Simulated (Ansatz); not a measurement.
Te2Mo (P2_1/m)

Theory: Ansatz, DFT LDA, scalar-relativistic, plane waves, PAW.

Cutoff 420 eV; k points 6×10×1 on the computed 6-atom cell (Γ-centred); Gaussian smearing, width 0.10 eV; no spin polarisation.

The structure is relaxed at this level of theory with its symmetry kept.

```
CELL_PARAMETERS angstrom
6.27723 0.00000 0.00700
0.00000 3.34966 0.00000
-0.04477 0.00000 36.13790
ATOMIC_POSITIONS crystal
Te 0.07733 0.75000 0.44342
Te 0.92267 0.25000 0.55658
Te 0.56766 0.25000 0.45920
Te 0.43234 0.75000 0.54080
Mo 0.81752 0.75000 0.50232
Mo 0.18248 0.25000 0.49768
```

```json
{
  "Space group": "P2_1/m (No. 11)",
  "Volume per atom": "126.64 Å³",
  "Formation energy from the elements' standard states (uncorrected)": "-0.223 eV/atom",
  "Kohn–Sham band gap": "none (metal)",
  "Density of states at the Fermi level": "1.60 states/eV per cell",
  "Löwdin character within 0.5 eV of the Fermi level": "Mo 4d 54 %, Te 5p 42 %",
  "Bader charges (e)": "Te (2 in the cell) -0.23, Te (2 in the cell) -0.26, Mo (2 in the cell) 0.49"
}
```

Spin-orbit coupling is left out, which matters for the bands of heavy elements. The cell holds layers, and where no dispersion correction was added their binding is poorly described.

Cost: 1 run of about 15 core-minutes, on Intel Xeon Processor @ 2.50GHz (Skylake/Cascade Lake) (shared hosts).